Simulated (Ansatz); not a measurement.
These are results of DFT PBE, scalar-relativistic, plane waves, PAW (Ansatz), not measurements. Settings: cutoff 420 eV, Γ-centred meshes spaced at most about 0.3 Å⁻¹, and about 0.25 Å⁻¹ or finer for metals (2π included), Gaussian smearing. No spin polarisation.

Temperature and zero-point effects are left out.

Two forms of TaSi2 were relaxed alike.

A.

```yaml
crystal:
  lattice:
    - [0.00000, 3.47385, 3.47385]
    - [3.47385, 0.00000, 3.47385]
    - [3.47385, 3.47385, 0.00000]
  atoms:
    - { symbol: Ta, position: [0.00000, 0.00000, 0.00000] }
    - { symbol: Ta, position: [0.25000, 0.25000, 0.25000] }
    - { symbol: Si, position: [0.62500, 0.62500, 0.62500] }
    - { symbol: Si, position: [0.12500, 0.62500, 0.62500] }
    - { symbol: Si, position: [0.62500, 0.62500, 0.12500] }
    - { symbol: Si, position: [0.62500, 0.12500, 0.62500] }
```

B.

```yaml
crystal:
  lattice:
    - [4.40750, 0.00000, 0.00000]
    - [-2.20375, 3.81701, 0.00000]
    - [0.00000, 0.00000, 2.64895]
  atoms:
    - { symbol: Ta, position: [0.00000, 0.00000, 0.00000] }
    - { symbol: Si, position: [0.66667, 0.33333, 0.50000] }
    - { symbol: Si, position: [0.33333, 0.66667, 0.50000] }
```

Task: Which would you expect to be lower, and how large is the difference?

Result: B is lower, by 100 meV/atom. A has the cubic Laves (C15) type, space group Fd-3m (No. 227), 14.0 Å³/atom and no gap on its mesh; B has space group P6/mmm (No. 191), 14.9 Å³/atom and no gap. A and B both hold Si–Si bonds in all directions. The lower one is the more open, so pressure narrows the difference. In A, Ta has 12 Si at 2.88 Å and 4 Ta at 3.01 Å; around Si lie 6 Si at 2.46 Å and 6 Ta at 2.88 Å. In B, around Ta lie 2 Ta at 2.65 Å and 12 Si at 2.87 Å; Si has 5 Si at 2.54–2.65 Å and 6 Ta at 2.87 Å. Both come from invented guesses. The lowest form computed isn't among them: it has space group P6_422 (No. 181), 14.7 Å³/atom, is reached from a cell as deposited in COD and lies 0.50 eV/atom below the best shown.

Spin–orbit coupling, which can matter for Ta, is left out. Cells relaxed within their symmetry can be saddle points. Some candidate types were left out of the draw beforehand, so a known form may be missing.

B's advantage over the Laves form is a ranking between two unfavourable structures, since the P6_422 form lies 0.50 eV/atom below B. That form matches the hexagonal C40 disilicide structure known for TaSi2, in which Ta d and Si p states mix strongly within close-packed TaSi2 layers.

Shorter Si–Si bonds can't explain why B beats A: they are 2.46 Å in A, whereas B's flat honeycomb nets have contacts of 2.54 Å and more, well stretched against a normal single bond. Laves packing suits metallic bonding between atoms of suitable size, and probably serves the directional p bonding of silicon poorly. B may gain from Ta–Si hybridisation between its alternating layers, but its Ta–Ta spacing of 2.65 Å is shorter than in elemental Ta, which suggests that the Si nets and the Ta chains strain each other. Density isn't the deciding factor either, because the lowest form lies between A and B in volume. The energies alone don't show whether B would survive as a metastable phase.
